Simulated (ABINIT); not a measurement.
# Ag (Im-3m) in ABINIT: convergence with k mesh

Aim: find how far k mesh must go before the results for Ag settle, at PBEsol. This setting moves, with any that are tied to it; all else stays.

All numbers are computed with ABINIT 10.8.3 (patched build); they aren't measurements. Logs are shortened: lines on timing, memory, paths and dates and some standing lists are left out, and cuts for length are marked. The log counts tension as positive stress, the text compression.

**1. Starting point**

The structure is cubic, space group Im-3m (No. 229). Conventional cell: a = 3.311 Å, b = 3.311 Å, c = 3.311 Å, α = 90.00°, β = 90.00°, γ = 90.00°. Ag (site symmetry m-3m) is surrounded by 8 Ag at 2.87 Å.

This isn't the form of Ag at room conditions, which is fcc.

**2. With k mesh 2 × 2 × 2**

File run.abi:

```
pp_dirpath "./"
pseudos "Ag.GGA_PBE-JTH.xml"

acell 3*1.0 Angstrom
rprim
    -1.6556540000     1.6556540000     1.6556540000
     1.6556540000    -1.6556540000     1.6556540000
     1.6556540000     1.6556540000    -1.6556540000
ntypat 1
znucl 47
natom 1
typat 1
xcart
     0.0000000000     0.0000000000     0.0000000000

ecut 17.0
pawecutdg 34.0
pawxcdev 0

kptopt 1
ngkpt 2 2 2
nshiftk 1
shiftk 0.0 0.0 0.0

ixc -116133

nband 10
occopt 6
tsmear 0.00367493

nstep 100
tolvrs 1.0e-9

iomode 3
prtwf 0
prtden 0
prteig 0
prtebands 0
enunit 2
```

Potentials or basis: JTH PAW PBE v2.0.

Run with:

```sh
abinit run.abi > log 2>&1
```

run.abo:

```text
.Version 10.8.3 of ABINIT
 Symmetries : space group Im -3 m (#229); Bravais cI (body-center cubic)
================================================================================
 Values of the parameters that define the memory need of the present run
     intxc =       0    ionmov =       0      iscf =      17    lmnmax =      18
     lnmax =       6     mgfft =      24  mpssoang =       3    mqgrid =    3001
     natom =       1  nloc_mem =       2    nspden =       1   nspinor =       1
    nsppol =       1      nsym =      48    n1xccc =       1    ntypat =       1
    occopt =       6   xclevel =       2
       mpw =         210          nfft =       13824          nkpt =           3
 PAW method is used; the additional fine FFT grid is defined by:
   mgfftf=        30    nfftf =     27000
================================================================================
================================================================================

--------------------------------------------------------------------------------
------------- Echo of variables that govern the present computation ------------
--------------------------------------------------------------------------------
 -outvars: echo values of preprocessed input variables --------
            acell      1.8897261259E+00  1.8897261259E+00  1.8897261259E+00 Bohr
              amu      1.07868200E+02
             ecut      1.70000000E+01 Hartree
           enunit           2
              ixc     -116133
         kptrlatt        2    0    0      0    2    0      0    0    2
          kptrlen      1.08382477E+01
            natom           1
            nband          10
            ngfft          24      24      24
          ngfftdg          30      30      30
             nkpt           3
            nstep         100
             nsym          48
           ntypat           1
           occopt           6
        pawecutdg      3.40000000E+01 Hartree
         pawxcdev           0
           prtden           0
        prtebands           0
           prteig           0
            prtwf           0
            rprim     -1.6556540000E+00  1.6556540000E+00  1.6556540000E+00
                       1.6556540000E+00 -1.6556540000E+00  1.6556540000E+00
                       1.6556540000E+00  1.6556540000E+00 -1.6556540000E+00
          spgroup         229
           tolvrs      1.00000000E-09
           tsmear      3.67493000E-03 Hartree
            typat      1
           useylm           1
            znucl       47.00000

================================================================================

 chkinp: Checking input parameters for consistency.

================================================================================
== DATASET  1 ==================================================================

--- !DatasetInfo
iteration_state: {dtset: 1, }
dimensions: {natom: 1, nkpt: 3, mband: 10, nsppol: 1, nspinor: 1, nspden: 1, mpw: 210, }
cutoff_energies: {ecut:  17.0, pawecutdg:  34.0, }
electrons: {nelect:   1.10000000E+01, charge:   0.00000000E+00, occopt:   6.00000000E+00, tsmear:   3.67493000E-03, }
meta: {optdriver: 0, ionmov: 0, optcell: 0, iscf: 17, paral_kgb: 0, }
...

 Real(R)+Recip(G) space primitive vectors, cartesian coordinates (Bohr,Bohr^-1):
 R(1)= -3.1287326  3.1287326  3.1287326  G(1)=  0.0000000  0.1598091  0.1598091
 R(2)=  3.1287326 -3.1287326  3.1287326  G(2)=  0.1598091  0.0000000  0.1598091
 R(3)=  3.1287326  3.1287326 -3.1287326  G(3)=  0.1598091  0.1598091  0.0000000
 Unit cell volume ucvol=  1.2250825E+02 bohr^3
 Angles (23,13,12)=  1.09471221E+02  1.09471221E+02  1.09471221E+02 degrees

 Coarse grid specifications (used for wave-functions):

 getcut: wavevector=  0.0000  0.0000  0.0000  ngfft=  24  24  24
         ecut(hartree)=     17.000   => boxcut(ratio)=   2.38612

 getcut : COMMENT -
  Note that boxcut > 2.2 ; recall that boxcut=Gcut(box)/Gcut(sphere) = 2
  is sufficient for exact treatment of convolution.
  Such a large boxcut is a waste : you could raise ecut
  e.g. ecut=   24.197700 Hartrees makes boxcut=2
[... 49 lines left out ...]
- [  3.1287326,   3.1287326,  -3.1287326, ]
lattice_lengths: [   5.41912,    5.41912,    5.41912, ]
lattice_angles: [109.471, 109.471, 109.471, ] # degrees, (23, 13, 12)
lattice_volume:   1.2250825E+02
convergence: {deltae: -1.918E-12, res2:  3.903E-11, residm:  1.321E-07, diffor: null, }
etotal    :  -3.81537495E+01
entropy   :   0.00000000E+00
fermie    :   1.14787897E-01
cartesian_stress_tensor: # hartree/bohr^3
- [ -4.36553629E-04,   0.00000000E+00,   0.00000000E+00, ]
- [  0.00000000E+00,  -4.36553629E-04,   0.00000000E+00, ]
- [  0.00000000E+00,   0.00000000E+00,  -4.36553629E-04, ]
pressure_GPa:   1.2844E+01
xred      :
- [  0.0000E+00,   0.0000E+00,   0.0000E+00, Ag]
cartesian_forces: # hartree/bohr
- [ -0.00000000E+00,  -0.00000000E+00,  -0.00000000E+00, ]
force_length_stats: {min:   0.00000000E+00, max:   0.00000000E+00, mean:   0.00000000E+00, }
...

 Integrated electronic density in atomic spheres:
 ------------------------------------------------
 Atom  Sphere_radius  Integrated_density
    1        2.51516          9.75207297

================================================================================

 ----iterations are completed or convergence reached----

 Mean square residual over all n,k,spin=   44.049E-10; max=  13.214E-08
 reduced coordinates (array xred) for    1 atoms
       0.000000000000      0.000000000000      0.000000000000
 rms dE/dt=  0.0000E+00; max dE/dt=  0.0000E+00; dE/dt below (all hartree)
    1       0.000000000000      0.000000000000      0.000000000000

 cartesian coordinates (angstrom) at end:
    1      0.00000000000000     0.00000000000000     0.00000000000000

 cartesian forces (hartree/bohr) at end:
    1     -0.00000000000000    -0.00000000000000    -0.00000000000000
 frms,max,avg= 0.0000000E+00 0.0000000E+00   0.000E+00  0.000E+00  0.000E+00 h/b

 cartesian forces (eV/Angstrom) at end:
    1     -0.00000000000000    -0.00000000000000    -0.00000000000000
 frms,max,avg= 0.0000000E+00 0.0000000E+00   0.000E+00  0.000E+00  0.000E+00 e/A
 length scales=  1.889726125908  1.889726125908  1.889726125908 bohr
              =  1.000000000000  1.000000000000  1.000000000000 angstroms
 Fermi (or HOMO) energy (hartree) =   0.11479   Average Vxc (hartree)=  -0.44563
 Eigenvalues (hartree) for nkpt=   3  k points:
 kpt#   1, nband= 10, wtk=  0.12500, kpt=  0.0000  0.0000  0.0000 (reduced coord)
  -0.15719   -0.04893   -0.04893   -0.04893   -0.00315   -0.00315    0.78621    0.78621
   0.78621    0.96691
      occupation numbers for kpt#   1
   2.00000    2.00000    2.00000    2.00000    2.00000    2.00000    0.00000    0.00000
   0.00000    0.00000
 prteigrs : prtvol=0 or 1, do not print more k-points.

 Fermi (or HOMO) energy (eV) =   3.12354   Average Vxc (eV)= -12.12617
 Eigenvalues (   eV  ) for nkpt=   3  k points:
 kpt#   1, nband= 10, wtk=  0.12500, kpt=  0.0000  0.0000  0.0000 (reduced coord)
  -4.27736   -1.33138   -1.33138   -1.33138   -0.08582   -0.08582   21.39392   21.39392
  21.39392   26.31091
 prteigrs : prtvol=0 or 1, do not print more k-points.

--- !EnergyTerms
iteration_state     : {dtset: 1, }
comment             : Components of total free energy in Hartree
kinetic             :  1.02030605999646E+01
hartree             :  6.45876999040335E+00
xc                  : -1.20993240692464E+01
Ewald energy        : -3.51857525855195E+01
psp_core            :  3.63099998020877E+00
local_psp           : -1.63838411182228E+01
PAW spherical_terms :  5.22311315934834E+00
internal            : -3.81529740430637E+01
'-kT*entropy'       : -7.77508959850455E-04
total_energy        : -3.81537515520235E+01
total_energy_eV     : -1.03821647021531E+03
...

--- !EnergyTermsDC
iteration_state     : {dtset: 1, }
comment             : '"Double-counting" decomposition of free energy'
band_energy         : -2.49421987950154E-01
Ewald energy        : -3.51857525855195E+01
psp_core            :  3.63099998020877E+00
xc_dc               : -1.47187426518273E+01
PAW spherical_terms :  8.36994523930867E+00
internal            : -3.81529720057795E+01
'-kT*entropy'       : -7.77508959850455E-04
total_energy_dc     : -3.81537495147393E+01
total_energy_dc_eV  : -1.03821641477798E+03
...

--- !EnergyTermsWithPAWCore
iteration_state     : {dtset: 1, }
comment             : 'Components of total free energy, including PAW core contributions'
Total energy        : -5.31355291240000E+03
Total energy DC     : -5.31355291036272E+03
Total energy (eV)   : -1.44589140637774E+05
Total energy DC (eV): -1.44589140582336E+05
...

 Cartesian components of stress tensor (hartree/bohr^3)
  sigma(1 1)= -4.36553629E-04  sigma(3 2)=  0.00000000E+00
  sigma(2 2)= -4.36553629E-04  sigma(3 1)=  0.00000000E+00
  sigma(3 3)= -4.36553629E-04  sigma(2 1)=  0.00000000E+00

-Cartesian components of stress tensor (GPa)         [Pressure=  1.2844E+01 GPa]
- sigma(1 1)= -1.28438512E+01  sigma(3 2)=  0.00000000E+00
- sigma(2 2)= -1.28438512E+01  sigma(3 1)=  0.00000000E+00
- sigma(3 3)= -1.28438512E+01  sigma(2 1)=  0.00000000E+00

== END DATASET(S) ==============================================================
================================================================================

 -outvars: echo values of variables after computation  --------
            acell      1.8897261259E+00  1.8897261259E+00  1.8897261259E+00 Bohr
           etotal     -3.8153749515E+01
            fcart     -0.0000000000E+00 -0.0000000000E+00 -0.0000000000E+00
            rprim     -1.6556540000E+00  1.6556540000E+00  1.6556540000E+00
                       1.6556540000E+00 -1.6556540000E+00  1.6556540000E+00
                       1.6556540000E+00  1.6556540000E+00 -1.6556540000E+00
           strten     -4.3655362942E-04 -4.3655362942E-04 -4.3655362942E-04
                       0.0000000000E+00  0.0000000000E+00  0.0000000000E+00
 Calculation completed.
```

Wall time 2.9 s (1 thread of Arm Neoverse V2, shared host); peak memory 0.08 GiB.

Results:

```
Free energy                                           : -1038.2164 eV
Pressure                                              : 12.8 GPa
Band gap on the k mesh                                : none (metal or under the smearing width)
Valence electrons inside the program's atomic spheres : Ag 9.75 (radii [1.331] Å)
```

**3. With k mesh 3 × 3 × 3**

Edit run.abi of step 2 so:

```diff
@@ -20,3 +20,3 @@
 kptopt 1
-ngkpt 2 2 2
+ngkpt 3 3 3
 nshiftk 1
```

Potentials or basis: JTH PAW PBE v2.0.

Run with:

```sh
abinit run.abi > log 2>&1
```

It took 3 s on 1 thread of Arm Neoverse V2, shared host; peak memory 0.08 GiB.

The run converged. Its results:

* Free energy: -1040.6458 eV
* Pressure: -10.7 GPa
* Band gap on the k mesh: none (metal or under the smearing width)
* Valence electrons inside the program's atomic spheres: Ag 9.75 (radii [1.331] Å)

**4. With k mesh 5 × 5 × 5**

Edit run.abi of step 3 so:

```diff
@@ -20,3 +20,3 @@
 kptopt 1
-ngkpt 3 3 3
+ngkpt 5 5 5
 nshiftk 1
```

Run with:

```sh
abinit run.abi > log 2>&1
```

It took 3.5 s on 1 thread of Arm Neoverse V2, shared host; peak memory 0.08 GiB.

Results (log left out):

```
Free energy                                           : -1040.3069 eV
Pressure                                              : -7.6 GPa
Band gap on the k mesh                                : none (metal or under the smearing width)
Valence electrons inside the program's atomic spheres : Ag 9.75 (radii [1.331] Å)
```

**5. With k mesh 7 × 7 × 7**

Edit run.abi of step 4 so:

```diff
@@ -20,3 +20,3 @@
 kptopt 1
-ngkpt 5 5 5
+ngkpt 7 7 7
 nshiftk 1
```

Run with:

```sh
abinit run.abi > log 2>&1
```

Run time: 4.6 s. Hardware: 1 thread of Arm Neoverse V2, shared host; peak memory 0.08 GiB.

The run converged. Its results:

| Item | Value |
| --- | --- |
| Free energy | -1040.3045 eV |
| Pressure | -7.2 GPa |
| Band gap on the k mesh | none (metal or under the smearing width) |
| Valence electrons inside the program's atomic spheres | Ag 9.75 (radii [1.331] Å) |

**6. With k mesh 8 × 8 × 8**

Edit run.abi of step 5 so:

```diff
@@ -20,3 +20,3 @@
 kptopt 1
-ngkpt 7 7 7
+ngkpt 8 8 8
 nshiftk 1
```

Potentials or basis: JTH PAW PBE v2.0.

Run with:

```sh
abinit run.abi > log 2>&1
```

Run time: 5.2 s. Hardware: 1 thread of Arm Neoverse V2, shared host; peak memory 0.09 GiB.

It converged, with:

```yaml
Free_energy: -1040.2426 eV
Pressure: -7.4 GPa
Band_gap_on_the_k_mesh: none (metal or under the smearing width)
Valence_electrons_inside_the_program's_atomic_spheres: Ag 9.74 (radii [1.331] Å)
```

**7. With k mesh 10 × 10 × 10**

Edit run.abi of step 6 so:

```diff
@@ -20,3 +20,3 @@
 kptopt 1
-ngkpt 8 8 8
+ngkpt 10 10 10
 nshiftk 1
```

Run with:

```sh
abinit run.abi > log 2>&1
```

Wall time 6.7 s (1 thread of Arm Neoverse V2, shared host); peak memory 0.09 GiB.

It converged, with:

- Free energy: -1040.2635 eV
- Pressure: -7.0 GPa
- Band gap on the k mesh: none (metal or under the smearing width)
- Valence electrons inside the program's atomic spheres: Ag 9.75 (radii [1.331] Å)

**8. With k mesh 12 × 12 × 12**

Edit run.abi of step 7 so:

```diff
@@ -20,3 +20,3 @@
 kptopt 1
-ngkpt 10 10 10
+ngkpt 12 12 12
 nshiftk 1
```

Run with:

```sh
abinit run.abi > log 2>&1
```

Wall time 8.7 s (1 thread of Arm Neoverse V2, shared host); peak memory 0.09 GiB.

Results (log left out):

```
Free energy                                           : -1040.2770 eV
Pressure                                              : -6.8 GPa
Band gap on the k mesh                                : none (metal or under the smearing width)
Valence electrons inside the program's atomic spheres : Ag 9.75 (radii [1.331] Å)
```

**9. With k mesh 14 × 14 × 14**

Edit run.abi of step 8 so:

```diff
@@ -20,3 +20,3 @@
 kptopt 1
-ngkpt 12 12 12
+ngkpt 14 14 14
 nshiftk 1
```

Potentials or basis: JTH PAW PBE v2.0.

Run with:

```sh
abinit run.abi > log 2>&1
```

Run time: 10 s. Hardware: 1 thread of Arm Neoverse V2, shared host; peak memory 0.1 GiB.

It converged, with:

```yaml
Free_energy: -1040.2833 eV
Pressure: -6.8 GPa
Band_gap_on_the_k_mesh: none (metal or under the smearing width)
Valence_electrons_inside_the_program's_atomic_spheres: Ag 9.75 (radii [1.331] Å)
```

**10. With k mesh 16 × 16 × 16**

Edit run.abi of step 9 so:

```diff
@@ -20,3 +20,3 @@
 kptopt 1
-ngkpt 14 14 14
+ngkpt 16 16 16
 nshiftk 1
```

Run with:

```sh
abinit run.abi > log 2>&1
```

Run time: 14 s. Hardware: 1 thread of Arm Neoverse V2, shared host; peak memory 0.11 GiB.

Results (log left out):

- Free energy: -1040.2861 eV
- Pressure: -6.9 GPa
- Band gap on the k mesh: none (metal or under the smearing width)
- Valence electrons inside the program's atomic spheres: Ag 9.75 (radii [1.331] Å)

**11. Result**

```
      k mesh  energy less the tightest run (meV/atom)  pressure (GPa)  SCF cycles  CPU time (s)  peak memory (GiB)
   2 × 2 × 2                                  2069.66           12.84           8           2.9               0.08
   3 × 3 × 3                                  -359.69          -10.71           8             3               0.08
   5 × 5 × 5                                   -20.79           -7.64           8           3.5               0.08
   7 × 7 × 7                                   -18.43           -7.18           9           4.6               0.08
   8 × 8 × 8                                    43.50           -7.35           9           5.2               0.09
10 × 10 × 10                                    22.60           -7.03           9           6.7               0.09
12 × 12 × 12                                     9.12           -6.75           9           8.7               0.09
14 × 14 × 14                                     2.74           -6.83           8            10                0.1
16 × 16 × 16                                     0.00           -6.94           9            14               0.11
```

Not settled before the last step: the energy (to 1 meV/atom), the pressure (to 0.1 GPa). Meshes of other sizes hit other points, so gaps and Fermi surfaces needn't settle smoothly. The tightest run that finished is the yardstick and may itself not be fully converged.

Caveats: the PAW data sets were made with another functional, which shifts forces and pressure a little.
